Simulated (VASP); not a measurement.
# RbBr (Fm-3m) in VASP: notebook, part 2 of 2

VASP 6.6.1. Earlier steps stand in the parts before.

## 3. Relaxation of cell and atoms, PBEsol (cell and atoms relaxed tightly for response)

Contents of INCAR:

```
SYSTEM = RbBr
ALGO = Normal
EDIFF = 1E-6
EDIFFG = -0.001
ENCUT = 600
GGA = PS
IBRION = 2
ISIF = 3
ISMEAR = 0
LASPH = .True.
LCHARG = .False.
LREAL = .False.
LWAVE = .False.
NELM = 80
NSW = 80
PREC = Accurate
SIGMA = 0.01
```

Contents of KPOINTS:

```
k-points
0
Gamma
  6 6 6
  0 0 0
```

Contents of POSCAR:

```
RbBr
1.0
    0.0000000000      3.4249253317      3.4249253317
    3.4249253317      0.0000000000      3.4249253317
    3.4249253317      3.4249253317      0.0000000000
Rb Br
1 1
Direct
    0.0000000000      0.0000000000      0.0000000000
    0.5000000000      0.5000000000      0.5000000000
```

Potentials or basis: VASP PAW PBE potentials, release 64 (Rb_sv, Br).

Started as:

```console
cat potpaw_PBE.64/Rb_sv/POTCAR potpaw_PBE.64/Br/POTCAR > POTCAR
mpirun -np 1 vasp_std > vasp.out
```

It took 22 s on 1 thread of Intel Xeon Platinum 8375C at 2.90GHz (Ice Lake), shared host; peak memory 0.24 GiB.

It converged, with:

- Free energy: -6.3554 eV
- Pressure after relaxing: 0.0 GPa
- Band gap on the k mesh: 4.22 eV, direct

Final structure:
```cif
data_structure
_symmetry_space_group_name_H-M 'P 1'
_symmetry_Int_Tables_number 1
_cell_length_a 4.8436
_cell_length_b 4.8436
_cell_length_c 4.8436
_cell_angle_alpha 60.000
_cell_angle_beta 60.000
_cell_angle_gamma 60.000
_cell_volume 80.35
loop_
_atom_site_label
_atom_site_type_symbol
_atom_site_fract_x
_atom_site_fract_y
_atom_site_fract_z
_atom_site_occupancy
Rb1 Rb 0.00000 0.00000 0.00000 1
Br1 Br 0.50000 0.50000 0.50000 1
```

Levels at points of the mesh, in eV from the valence-band top:
```tsv
k point	band 4	band 5	band 6	band 7	band 8	band 9	band 10	band 11	band 12
(0.00, 0.00, 0.00)	-8.44	-8.44	0.00	0.00	0.00	4.22	7.20	7.20	7.20
(0.50, 0.00, 0.00)	-8.45	-8.39	-1.02	-0.37	-0.37	6.67	7.62	9.44	9.44
(0.50, 0.50, 0.00)	-8.51	-8.51	-0.49	-0.16	-0.16	5.49	7.02	9.06	9.15
```

Caveat: the relaxation stopped at its first step, so nothing moved; the PAW data sets were made with another functional, which shifts forces and pressure a little.

## 4. Single point, PBEsol

Contents of INCAR:

```
ALGO = Fast
EDIFF = 1E-6
ENCUT = 520
GGA = PS
ISIF = 2
ISMEAR = 0
LASPH = True
LCHARG = True
LELF = True
LREAL = False
LVHAR = True
LWAVE = False
NBANDS = 15
NELM = 100
PREC = Accurate
SIGMA = 0.02
```

Contents of KPOINTS:

```
k-points
0
Gamma
  6 6 6
```

Contents of POSCAR:

```
RbBr
1.0
    0.0000000000      3.4249253295      3.4249253295
    3.4249253295      0.0000000000      3.4249253295
    3.4249253295      3.4249253295      0.0000000000
Rb Br
1 1
Direct
    0.0000000000      0.0000000000      0.0000000000
    0.5000000000      0.5000000000      0.5000000000
```

Started as:

```console
cat potpaw_PBE.64/Rb_sv/POTCAR potpaw_PBE.64/Br/POTCAR > POTCAR
mpirun -np 1 vasp_std > vasp.out
```

It took 14 s on 1 thread of Intel Xeon Platinum 8488C (Sapphire Rapids), shared host; peak memory 0.2 GiB.

It converged, with:

```yaml
Free_energy: -6.3554 eV
Pressure: 0.0 GPa
Band_gap_on_the_k_mesh: 4.22 eV, direct
```

Levels at points of the mesh, in eV from the valence-band top:
```csv
k point,band 5,band 6,band 7,band 8,band 9,band 10,band 11,band 12
"(0.00, 0.00, 0.00)",-8.44,0.00,0.00,0.00,4.22,7.20,7.20,7.20
"(0.50, 0.00, 0.00)",-8.39,-1.02,-0.37,-0.37,6.67,7.62,9.44,9.44
"(0.50, 0.50, 0.00)",-8.51,-0.49,-0.16,-0.16,5.49,7.02,9.06,9.15
```

Caveat: the PAW data sets were made with another functional, which shifts forces and pressure a little. As with any semilocal functional, this PBEsol gap is likely too small.

## 5. Relaxation of cell and atoms, PBEsol

Contents of INCAR:

```
ALGO = Fast ; EDIFF = 1E-6
EDIFFG = -0.005 ; ENCUT = 600
GGA = PS ; IBRION = 2
ISIF = 3 ; ISMEAR = 0
LASPH = True ; LCHARG = False
LREAL = False ; LWAVE = False
NELM = 100 ; NSW = 100
PREC = Accurate ; SIGMA = 0.02
```

KPOINTS is that of step 4.

Contents of POSCAR:

```
RbBr
1.0
    0.0000000000      3.4270000000      3.4270000000
    3.4270000000      0.0000000000      3.4270000000
    3.4270000000      3.4270000000      0.0000000000
Rb Br
1 1
Direct
    0.0000000000      0.0000000000      0.0000000000
    0.5000000000      0.5000000000      0.5000000000
```

Potentials or basis: VASP PAW PBE potentials, release 64 (Rb_sv, Br).

Started as:

```console
cat potpaw_PBE.64/Rb_sv/POTCAR potpaw_PBE.64/Br/POTCAR > POTCAR
mpirun -np 1 vasp_std > vasp.out
```

OUTCAR:

```text
EDIFF = 1E-6
   EDIFFG = -0.005
   ENCUT = 600
   GGA = PS
   IBRION = 2
   ISIF = 3
   ISMEAR = 0
   LASPH = True
   LREAL = False
   NELM = 100
   NSW = 100
   PREC = Accurate

 ion  position               nearest neighbor table
   1  0.000  0.000  0.000-   2 3.43   2 3.43   2 3.43   2 3.43   2 3.43   2 3.43
   2  0.500  0.500  0.500-   1 3.43   1 3.43   1 3.43   1 3.43   1 3.43   1 3.43

  LATTYP: Found a face centered cubic cell.
 ALAT       =     6.8540000000

  Lattice vectors:

 A1 = (   0.0000000000,   3.4270000000,   3.4270000000)
 A2 = (   3.4270000000,   0.0000000000,   3.4270000000)
 A3 = (   3.4270000000,   3.4270000000,   0.0000000000)

Analysis of symmetry for initial positions (statically):
=====================================================================
 Subroutine PRICEL returns:
 Original cell was already a primitive cell.

 Routine SETGRP: Setting up the symmetry group for a
 face centered cubic supercell.

 Subroutine GETGRP returns: Found 48 space group operations
 (whereof 48 operations were pure point group operations)
 out of a pool of 48 trial point group operations.

[... 170 lines left out ...]
      6      -1.8454      2.00000
      7      -1.8454      2.00000
      8      -1.8454      2.00000
      9       2.3673      0.00000
     10       5.3551      0.00000
     11       5.3551      0.00000
     12       5.3551      0.00000
[... 211 lines left out ...]
 k-point    16 :      -0.3333    0.5000    0.1667
  band No.  band energies     occupation
      1     -26.1879      2.00000
      2     -14.0053      2.00000
      3     -10.4481      2.00000
      4     -10.3909      2.00000
      5     -10.2932      2.00000
      6      -2.2737      2.00000
      7      -2.2690      2.00000
      8      -2.1159      2.00000
      9       4.3558      0.00000
     10       5.9179      0.00000
     11       6.0265      0.00000
     12       7.0145      0.00000

------------------------ aborting loop because EDIFF is reached ----------------------------------------

  FORCE on cell =-STRESS in cart. coord.  units (eV):
  Direction    XX          YY          ZZ          XY          YZ          ZX
  --------------------------------------------------------------------------------------
  -------------------------------------------------------------------------------------
  Total       -0.0081924     -0.0081924     -0.0081924      0.0000000      0.0000000      0.0000000
  in kB       -0.1630604     -0.1630604     -0.1630604      0.0000000      0.0000000      0.0000000
  external PRESSURE =      -0.1630604 kB  Pullay stress =       0.0000000 kB

 VOLUME and BASIS-vectors are now :
 -----------------------------------------------------------------------------
  energy-cutoff  :      600.00
  volume of cell :       80.50
      direct lattice vectors                 reciprocal lattice vectors
     0.000000000  3.427000000  3.427000000    -0.145900204  0.145900204  0.145900204
     3.427000000  0.000000000  3.427000000     0.145900204 -0.145900204  0.145900204
     3.427000000  3.427000000  0.000000000     0.145900204  0.145900204 -0.145900204

 POSITION                                       TOTAL-FORCE (eV/Angst)
 -----------------------------------------------------------------------------------
      0.00000      0.00000      0.00000        -0.000000      0.000000      0.000000
      3.42700      3.42700      3.42700         0.000000      0.000000      0.000000
 -----------------------------------------------------------------------------------
    total drift:                                0.000000     -0.000000     -0.000000

  FREE ENERGIE OF THE ION-ELECTRON SYSTEM (eV)
  ---------------------------------------------------
  free  energy   TOTEN  =        -6.3554229815 eV

  energy  without entropy=       -6.3554229815  energy(sigma->0) =       -6.35542298

 reached required accuracy - stopping structural energy minimisation
```

It took 17 s on 1 thread of Intel Xeon Platinum 8488C (Sapphire Rapids), shared host; peak memory 0.24 GiB.

What came out:

```yaml
Free_energy: -6.3554 eV
Pressure_after_relaxing: 0.0 GPa
Band_gap_on_the_k_mesh: 4.21 eV, direct
```

Final structure:
```cif
data_structure
_symmetry_space_group_name_H-M 'P 1'
_symmetry_Int_Tables_number 1
_cell_length_a 4.8465
_cell_length_b 4.8465
_cell_length_c 4.8465
_cell_angle_alpha 60.000
_cell_angle_beta 60.000
_cell_angle_gamma 60.000
_cell_volume 80.50
loop_
_atom_site_label
_atom_site_type_symbol
_atom_site_fract_x
_atom_site_fract_y
_atom_site_fract_z
_atom_site_occupancy
Rb1 Rb 0.00000 0.00000 0.00000 1
Br1 Br 0.50000 0.50000 0.50000 1
```

Caveat: the relaxation stopped at its first step, so nothing moved; the PAW data sets were made with another functional, which shifts forces and pressure a little.

## 6. The runs side by side

```tsv
task	cell	cutoff (eV)	smearing	gap on the mesh (eV)	pressure (GPa)
single point	cell and atoms relaxed tightly for response	520	gaussian 0.01 eV	4.22	0.0
relaxation of cell and atoms	relaxed from: cell and atoms relaxed tightly for response	600	gaussian 0.01 eV	4.22	0.0
single point	Fm-3m, 40.17 Å³/atom	520	gaussian 0.02 eV	4.22	0.0
relaxation of cell and atoms	relaxed	600	gaussian 0.02 eV	4.21	0.0
```

Alike in all rows: level PBEsol; potentials or basis VASP PAW PBE potentials, release 64 (Rb_sv, Br); no spin polarisation; k mesh 6 × 6 × 6.

Caveats: the PAW data sets were made with another functional, which shifts forces and pressure a little; the relaxation stopped at its first step, so nothing moved (some runs).

Total energies depend on the potentials used, so only differences within one code and one set of settings carry meaning.
